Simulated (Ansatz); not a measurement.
Set up this calculation in Ansatz 0.2.0, as the native input.

```
Task                                : band structure
Functional                          : revPBE
Potentials or basis                 : Ansatz PAW
Cutoff                              : 420 eV (not typed: the program's choice for these potentials)
k mesh                              : 10 × 10 × 10
Occupations                         : fermi-dirac, width 0.05 eV
Spin                                : no spin polarisation
Path                                : [["G", "X", "W", "K", "G", "L", "U", "W", "L", "K"], ["U", "X"]]
Points for each segment of the path : 14
```

WC:

```xyz
2
Lattice="0.0000 2.1927 2.1927 2.1927 0.0000 2.1927 2.1927 2.1927 0.0000" Properties=species:S:1:pos:R:3 pbc="T T T"
W     0.0000    0.0000    0.0000
C     2.1927    2.1927    2.1927
```

Measurements of this composition are mostly on another form, of space group No. 187.

The input as run:

input.yaml

```yaml
crystal:
  lattice:
    - [0.0, 2.192684, 2.192684]
    - [2.192684, 0.0, 2.192684]
    - [2.192684, 2.192684, 0.0]
  atoms:
    - { symbol: W, position: [0.0, 0.0, 0.0] }
    - { symbol: C, position: [0.5, 0.5, 0.5] }
hamiltonian:
  xc: revpbe
  pseudopotentials: { kind: paw }
kpoints:
  mp_grid: { grid: [10, 10, 10] }
  band_path:
    path:
      - [[0.0, 0.0, 0.0], [0.5, 0.0, 0.5], [0.5, 0.25, 0.75], [0.375, 0.375, 0.75], [0.0, 0.0, 0.0], [0.5, 0.5, 0.5], [0.625, 0.25, 0.625], [0.5, 0.25, 0.75], [0.5, 0.5, 0.5], [0.375, 0.375, 0.75]]
      - [[0.625, 0.25, 0.625], [0.5, 0.0, 0.5]]
    npoints: 14
scf:
  occupations: { method: fermi_dirac, width: 0.05 }
  n_extra_bands: 6
output:
  forces: true
  stress: true
  eigenvalues: true
  fatbands: false
```

Potentials or basis: Ansatz PAW.

Launch:

```bash
$ ansatz run input.yaml --threads 2 --pin off --max-ram 5632MiB --backend cpu --events-out ev --progress --plain --runs-dir out
```

It gave:

| Item | Value |
| --- | --- |
| Pressure | 1.6 GPa |
| Band gap on the k mesh | none (metal or under the smearing width) |

Caveat: the pressure holds a Pulay correction of +0.3 GPa for the finite cutoff; spin-orbit coupling is left out, which moves the levels of the heavy elements; the PAW data sets come from PBE, with cores solved anew for the run's functional, which leaves a small shift of forces and pressure.

It took 1.3 s on 2 threads of Arm Neoverse V1, on a shared host, peak memory 0.27 GiB.
